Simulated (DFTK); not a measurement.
# AlN (F-43m) in DFTK: settings compared

The runs below take AlN through band structure, with LDA, TASK, r2SCAN.

Everything below comes from runs of DFTK 0.8.2. Logs are shortened: lines on timing, memory, paths and dates and some standing lists are left out, and cuts for length are marked.

### Step 1. The crystal as given

Symmetry: F-43m, No. 216, cubic system. Conventional cell: a = 4.368 Å, b = 4.368 Å, c = 4.368 Å, α = 90.00°, β = 90.00°, γ = 90.00°. Al (site symmetry -43m) is surrounded by 4 N at 1.89 Å. N (site symmetry -43m) has 4 Al at 1.89 Å as nearest neighbours.

Measurements of this composition are mostly on another form, of space group No. 186.

### Step 2. Band structure, LDA

run.jl reads:

```julia
using DFTK
using PseudoPotentialData
using Unitful, UnitfulAtomic
using LinearAlgebra, Printf
include("save.jl")
disable_threading()

# lattice vectors are the columns
lattice = austrip(1u"Å") * [           0.0   2.1839935596   2.1839935596;
             2.1839935596            0.0   2.1839935596;
             2.1839935596   2.1839935596            0.0]
symbols   = [:Al, :N]
positions = [[0.0, 0.0, 0.0],
             [0.25, 0.25, 0.25]]
pseudopotentials = PseudoFamily("cp2k.nc.sr.lda.v0_1.largecore.gth")
elements = Dict(s => ElementPsp(s, pseudopotentials) for s in unique(symbols))
atoms    = [elements[s] for s in symbols]

build_model(lattice, positions; symmetries=true) =
    model_DFT(lattice, atoms, positions;
              functionals=LDA(),
              temperature=austrip(0.05u"eV"),
              smearing=Smearing.FermiDirac(),
              symmetries)
Ecut  = 60.0  # hartree
kgrid = [10, 10, 10]
tol   = 1e-6
to_GPa = ustrip(uconvert(u"GPa", 1u"hartree/bohr^3"))

model = build_model(lattice, positions)
basis = PlaneWaveBasis(model; Ecut, kgrid)
display(basis)
scfres = self_consistent_field(basis;
                               tol,
                               nbandsalg=AdaptiveBands(model; n_bands_converge=9))
display(scfres.energies)
@printf "Fermi level: %.6f eV\n" ustrip(auconvert(u"eV", something(scfres.εF, NaN)))
forces = compute_forces_cart(scfres)
println("Forces (eV/Å)")
for (s, f) in zip(symbols, forces)
    @printf "%-3s %12.6f %12.6f %12.6f\n" s ustrip.(auconvert.(u"eV/Å", f))...
end
stress = compute_stresses_cart(scfres)
println("Stress (GPa)")
display(round.(stress * to_GPa; digits=4))
println("Levels at the first k-point (eV): ", round.(ustrip.(auconvert.(u"eV", scfres.eigenvalues[1][1:scfres.n_bands_converge])); digits=4))
save_scf!(scfres; forces, stress)

points = Dict("G" => [0.0, 0.0, 0.0], "K" => [0.375, 0.375, 0.75], "L" => [0.5, 0.5, 0.5], "U" => [0.625, 0.25, 0.625], "W" => [0.5, 0.25, 0.75], "X" => [0.5, 0.0, 0.5])
segments = [("G", "X", 7), ("X", "W", 4), ("W", "K", 3), ("K", "G", 7), ("G", "L", 6), ("L", "U", 4), ("U", "W", 3), ("W", "L", 5), ("L", "K", 4), ("U", "X", 3)]
kcoords = vcat([[points[a] + t * (points[b] - points[a]) for t in range(0, 1, n)] for (a, b, n) in segments]...)
bands = compute_bands(scfres, ExplicitKpoints(kcoords); n_bands=11, tol=1e-5)
for (k, ε) in zip(bands.basis.kpoints, bands.eigenvalues)
    @printf "%d %8.4f %8.4f %8.4f " k.spin k.coordinate...
    println(join([@sprintf("%9.4f", e) for e in ustrip.(auconvert.(u"eV", ε .- scfres.εF))]))
end
results["band_energies"] = rows(bands.eigenvalues); results["band_kpoints"] = rows(kcoords)
```

Potentials or basis: cp2k.nc.sr.lda.v0_1.largecore.gth (LDA, GTH).

Command:

```sh
$ julia --threads=1 run.jl  # save.jl only writes the numbers to a file and isn't shown; printed stress counts tension as positive; times include loading and compiling
```

Output:

```text
PlaneWaveBasis discretization:

    Ecut                 : 60.0 Ha
    fft_size             : (45, 45, 45), 91125 total points
    kgrid                : MonkhorstPack([10, 10, 10])
    num.   red. kpoints  : 1000
    num. irred. kpoints  : 73

    Discretized Model(lda_x+lda_c_pw, 3D):
        lattice (in Bohr)    : [0         , 4.12715   , 4.12715   ]
                               [4.12715   , 0         , 4.12715   ]
                               [4.12715   , 4.12715   , 0         ]
        unit cell volume     : 140.6 Bohr³

        atoms                : AlN
        pseudopot. family    : PseudoFamily("cp2k.nc.sr.lda.v0_1.largecore.gth")

        num. electrons       : 8
        spin polarization    : none
        temperature          : 0.0018375 Ha
        smearing             : DFTK.Smearing.FermiDirac()

        terms                : Kinetic()
                               AtomicLocal()
                               AtomicNonlocal()
                               Ewald(nothing)
                               PspCorrection()
                               Hartree()
                               Xc(lda_x, lda_c_pw)
                               Entropy()
n     Energy            log10(ΔE)   log10(Δρ)   Diag   Δtime
---   ---------------   ---------   ---------   ----   ------
  1   -12.00586126535                   -0.39    5.1    11.3s
  2   -12.12406850896       -0.93       -0.74    3.0    7.73s
  3   -12.16297836040       -1.41       -1.32    3.4    9.31s
  4   -12.16526778856       -2.64       -2.13    2.4    7.11s
  5   -12.16531150935       -4.36       -2.50    2.1    7.11s
  6   -12.16532269335       -4.95       -3.21    2.3    6.47s
  7   -12.16532319539       -6.30       -4.38    2.1    6.40s
  8   -12.16532320236       -8.16       -4.78    3.7    9.11s
  9   -12.16532320238      -10.80       -5.62    1.7    6.42s
 10   -12.16532320238      -11.58       -6.25    2.8    7.59s
Energy breakdown (in Ha):
    Kinetic             8.7135273
    AtomicLocal         -10.0015215
    AtomicNonlocal      1.1187028
    Ewald               -10.8999796
    PspCorrection       -0.4770459
    Hartree             2.7958705
    Xc                  -3.4148769
    Entropy             -0.0000000

    total               -12.165323202383
Fermi level: 9.929818 eV
Forces (eV/Å)
Al     -0.000000     0.000000    -0.000000
N      -0.000000    -0.000000     0.000000
Stress (GPa)
3×3 StaticArraysCore.SMatrix{3, 3, Float64, 9} with indices SOneTo(3)×SOneTo(3):
 11.0974  -0.0      0.0
  0.0     11.0974   0.0
  0.0     -0.0     11.0974
Levels at the first k-point (eV): [-6.5863, 8.3023, 8.3023, 8.3023, 12.5276, 20.5347, 20.5347, 20.5347, 25.9231]
1   0.0000   0.0000   0.0000  -16.5161  -1.6276  -1.6276  -1.6276   2.5978  10.6049  10.6049  10.6049  15.9933  15.9933  17.3503
1   0.0833   0.0000   0.0833  -16.3772  -2.2041  -1.7791  -1.7791   3.2179  10.1567  10.8089  10.8089  13.5444  16.2024  17.7779
1   0.1667   0.0000   0.1667  -15.9764  -3.3457  -2.1675  -2.1675   4.2487   9.2103  10.9084  11.3554  11.3554  16.8276  19.0274
1   0.2500   0.0000   0.2500  -15.3612  -4.5180  -2.6441  -2.6441   4.2834   8.3410   9.7660  12.1076  12.1076  17.8611  20.9692
1   0.3333   0.0000   0.3333  -14.6364  -5.5518  -3.0732  -3.0732   3.1190   7.4930  10.5311  12.9153  12.9153  19.2785  21.9558
1   0.4167   0.0000   0.4167  -13.9996  -6.3194  -3.3651  -3.3651   2.0337   6.9310  11.6073  13.5802  13.5802  20.9773  21.7464
[... 38 lines left out ...]
1   0.5625   0.1250   0.5625  -13.7194  -6.4484  -4.1727  -3.3588   2.2636   7.2879  11.8159  13.3925  13.5103  20.3936  21.9081
1   0.5000   0.0000   0.5000  -13.7325  -6.6191  -3.4675  -3.4675   1.6276   6.7398  12.0726  13.8488  13.8488  21.5331  22.1612
```

It took 2 min on 1 thread of Intel Xeon Platinum 8488C (Sapphire Rapids), shared host; peak memory 1.8 GiB.

Results:

* Free energy: -331.0353 eV
* Band gap on the k mesh: 3.26 eV, indirect (least direct gap 4.23 eV)
* Band gap along the path: 3.26 eV, indirect (least direct gap 4.23 eV)

Levels at the corners of the path, in eV from the valence-band top:
```tsv
point	band 1	band 2	band 3	band 4	band 5	band 6	band 7	band 8
Γ	-14.89	0.00	0.00	0.00	4.23	12.23	12.23	12.23
X	-12.10	-4.99	-1.84	-1.84	3.26	8.37	13.70	15.48
W	-12.04	-3.87	-3.51	-2.78	6.01	11.27	11.81	11.84
K	-12.12	-4.34	-3.73	-1.43	5.10	9.91	12.82	13.99
Γ	-14.89	0.00	0.00	0.00	4.23	12.23	12.23	12.23
L	-12.76	-5.96	-0.51	-0.51	7.23	9.80	10.97	10.97
U	-12.12	-4.34	-3.73	-1.43	5.10	9.91	12.82	13.99
W	-12.04	-3.87	-3.51	-2.78	6.01	11.27	11.81	11.84
L	-12.76	-5.96	-0.51	-0.51	7.23	9.80	10.97	10.97
K	-12.12	-4.34	-3.73	-1.43	5.10	9.91	12.82	13.99
U	-12.12	-4.34	-3.73	-1.43	5.10	9.91	12.82	13.99
X	-12.10	-4.99	-1.84	-1.84	3.26	8.37	13.70	15.48
```

Caveat: the cutoff is short for these potentials, so energies and forces aren't converged, fitted volumes are rough and the log's stress (off by 3 to 10 GPa or more in trials) isn't used.

### Step 3. Band structure, TASK

run.jl: that of step 2 with these lines changed.

```diff
@@ -7,10 +7,8 @@
 
-# lattice vectors are the columns
-lattice = austrip(1u"Å") * [           0.0   2.1839935596   2.1839935596;
-             2.1839935596            0.0   2.1839935596;
-             2.1839935596   2.1839935596            0.0]
-symbols   = [:Al, :N]
-positions = [[0.0, 0.0, 0.0],
-             [0.25, 0.25, 0.25]]
-pseudopotentials = PseudoFamily("cp2k.nc.sr.lda.v0_1.largecore.gth")
+lines     = readlines("AlN.xyz")
+cell_ang  = reshape(parse.(Float64, split(match(r"Lattice=\"([^\"]+)\"", lines[2])[1])), 3, 3)
+lattice   = austrip(1u"Å") * cell_ang
+symbols   = [Symbol(split(l)[1]) for l in lines[3:end]]
+positions = [round.(cell_ang \ parse.(Float64, split(l)[2:4]); digits=9) for l in lines[3:end]]
+pseudopotentials = PseudoFamily("cp2k.nc.sr.pbe.v0_1.semicore.gth")
 elements = Dict(s => ElementPsp(s, pseudopotentials) for s in unique(symbols))
@@ -20,3 +18,3 @@
     model_DFT(lattice, atoms, positions;
-              functionals=LDA(),
+              functionals=[:mgga_x_task, :lda_c_pw],
               temperature=austrip(0.05u"eV"),
@@ -24,4 +22,4 @@
               symmetries)
-Ecut  = 60.0  # hartree
-kgrid = [10, 10, 10]
+Ecut  = 78.0  # hartree
+kgrid = [7, 7, 7]
 tol   = 1e-6
@@ -34,3 +32,4 @@
                                tol,
-                               nbandsalg=AdaptiveBands(model; n_bands_converge=9))
+                               nbandsalg=AdaptiveBands(model; n_bands_converge=9),
+                               solver=ScfAndersonSolver())
 display(scfres.energies)
```

AlN.xyz reads:

```xyz
2
Lattice="0.0000000000 2.1839935596 2.1839935596 2.1839935596 0.0000000000 2.1839935596 2.1839935596 2.1839935596 0.0000000000" Properties=species:S:1:pos:R:3 pbc="T T T"
Al     0.0000000000      0.0000000000      0.0000000000
N      1.0919967798      1.0919967798      1.0919967798
```

Potentials or basis: cp2k.nc.sr.pbe.v0_1.semicore.gth (PBE, GTH).

Command:

```sh
$ julia --threads=1 run.jl  # save.jl only writes the numbers to a file and isn't shown; printed stress counts tension as positive; times include loading and compiling
```

Run time: 4.9 min. Hardware: 1 thread of Intel Xeon Platinum 8488C (Sapphire Rapids), shared host; peak memory 1.7 GiB.

The run converged. Its results:

```yaml
Free_energy: -331.2064 eV
Band_gap_along_the_path: 4.82 eV, indirect (least direct gap 5.45 eV)
```

Levels at the corners of the path, in eV from the valence-band top:
```
point  band 1  band 2  band 3  band 4  band 5  band 6  band 7  band 8  band 9
    Γ  -16.92    0.00    0.00    0.00    5.45   14.69   14.69   14.69   20.33
    X  -14.18   -5.23   -1.95   -1.95    4.82   10.52   16.68   18.88   18.88
    W  -14.13   -4.05   -3.67   -2.81    7.78   13.85   14.19   14.30   20.35
    K  -14.20   -4.54   -3.84   -1.51    6.82   12.19   15.57   16.89   17.90
    Γ  -16.92    0.00    0.00    0.00    5.45   14.69   14.69   14.69   20.33
    L  -14.83   -6.21   -0.54   -0.54    9.03   12.21   13.26   13.26   21.31
    U  -14.20   -4.54   -3.84   -1.51    6.82   12.19   15.57   16.89   17.90
    W  -14.13   -4.05   -3.67   -2.81    7.78   13.85   14.19   14.30   20.35
    L  -14.83   -6.21   -0.54   -0.54    9.03   12.21   13.26   13.26   21.31
    K  -14.20   -4.54   -3.84   -1.51    6.82   12.19   15.57   16.89   17.90
    U  -14.20   -4.54   -3.84   -1.51    6.82   12.19   15.57   16.89   17.90
    X  -14.18   -5.23   -1.95   -1.95    4.82   10.52   16.68   18.88   18.88
```

Caveat: the cutoff is short for these potentials, so energies and forces aren't converged, fitted volumes are rough and the log's stress (off by 3 to 10 GPa or more in trials) isn't used; the potentials were made for another functional, which shifts forces and pressure.

### Step 4. Band structure, r2SCAN

run.jl: that of step 3 with these lines changed.

```diff
@@ -12,4 +12,4 @@
 positions = [round.(cell_ang \ parse.(Float64, split(l)[2:4]); digits=9) for l in lines[3:end]]
-pseudopotentials = PseudoFamily("cp2k.nc.sr.pbe.v0_1.semicore.gth")
-elements = Dict(s => ElementPsp(s, pseudopotentials) for s in unique(symbols))
+pseudopotentials = Dict(:Al => "Al.upf", :N => "N.upf")
+elements = Dict(s => ElementPsp(s, pseudopotentials; rcut=10.0) for s in unique(symbols))
 atoms    = [elements[s] for s in symbols]
@@ -18,3 +18,3 @@
     model_DFT(lattice, atoms, positions;
-              functionals=[:mgga_x_task, :lda_c_pw],
+              functionals=r2SCAN(),
               temperature=austrip(0.05u"eV"),
@@ -22,4 +22,4 @@
               symmetries)
-Ecut  = 78.0  # hartree
-kgrid = [7, 7, 7]
+Ecut  = 46.0  # hartree
+kgrid = [9, 9, 9]
 tol   = 1e-6
```

AlN.xyz is that of step 3.

Potentials or basis: in-house norm-conserving set (r2SCAN, scalar relativistic).

Command:

```sh
$ julia --threads=1 run.jl  # save.jl only writes the numbers to a file and isn't shown; printed stress counts tension as positive; times include loading and compiling
```

Wall time 4.6 min (1 thread of Intel Xeon Platinum 8488C (Sapphire Rapids), shared host); peak memory 1.8 GiB.

It converged, with:

| Property | Result |
| --- | --- |
| Free energy | -369.5492 eV |
| Pressure | -0.1 GPa |
| Band gap on the k mesh | 4.13 eV, indirect (least direct gap 4.89 eV) |
| Band gap along the path | 3.95 eV, indirect (least direct gap 4.89 eV) |

Levels at the corners of the path, in eV from the valence-band top:
| point | band 1 | band 2 | band 3 | band 4 | band 5 | band 6 | band 7 | band 8 |
| --- | --- | --- | --- | --- | --- | --- | --- | --- |
| Γ | -15.74 | 0.00 | 0.00 | 0.00 | 4.89 | 13.52 | 13.52 | 13.52 |
| X | -13.09 | -4.96 | -1.82 | -1.82 | 3.95 | 9.48 | 15.18 | 16.96 |
| W | -13.04 | -3.80 | -3.50 | -2.69 | 6.72 | 12.36 | 12.89 | 13.28 |
| K | -13.11 | -4.29 | -3.66 | -1.40 | 5.84 | 11.02 | 14.22 | 15.20 |
| Γ | -15.74 | 0.00 | 0.00 | 0.00 | 4.89 | 13.52 | 13.52 | 13.52 |
| L | -13.72 | -5.91 | -0.49 | -0.49 | 8.21 | 10.82 | 11.96 | 11.96 |
| U | -13.11 | -4.29 | -3.66 | -1.40 | 5.84 | 11.02 | 14.22 | 15.20 |
| W | -13.04 | -3.80 | -3.50 | -2.69 | 6.72 | 12.36 | 12.89 | 13.28 |
| L | -13.72 | -5.91 | -0.49 | -0.49 | 8.21 | 10.82 | 11.96 | 11.96 |
| K | -13.11 | -4.29 | -3.66 | -1.40 | 5.84 | 11.02 | 14.22 | 15.20 |
| U | -13.11 | -4.29 | -3.66 | -1.40 | 5.84 | 11.02 | 14.22 | 15.20 |
| X | -13.09 | -4.96 | -1.82 | -1.82 | 3.95 | 9.48 | 15.18 | 16.96 |

Caveat: the mesh misses the band edges, which the band path finds closer together. r2SCAN opens gaps a little over a GGA but as a rule still falls short of measured ones.

### Step 5. The runs side by side

```csv
level,potentials or basis,k mesh,cutoff (eV),SCF solver,gap on the mesh (eV)
LDA,"cp2k.nc.sr.lda.v0_1.largecore.gth (LDA, GTH)",10 × 10 × 10,1633,-,3.26
TASK,"cp2k.nc.sr.pbe.v0_1.semicore.gth (PBE, GTH)",7 × 7 × 7,2122,ScfAndersonSolver,-
r2SCAN,"in-house norm-conserving set (r2SCAN, scalar relativistic)",9 × 9 × 9,1252,ScfAndersonSolver,4.13
```

Alike in all rows: task band structure; no spin polarisation; cell as given; smearing fermi-dirac 0.05 eV.

Caveats: the potentials were made for another functional, which shifts forces and pressure (some runs); the mesh misses the band edges, which the band path finds closer together (some runs).

Absolute energies hang on the potentials; compare differences alone.
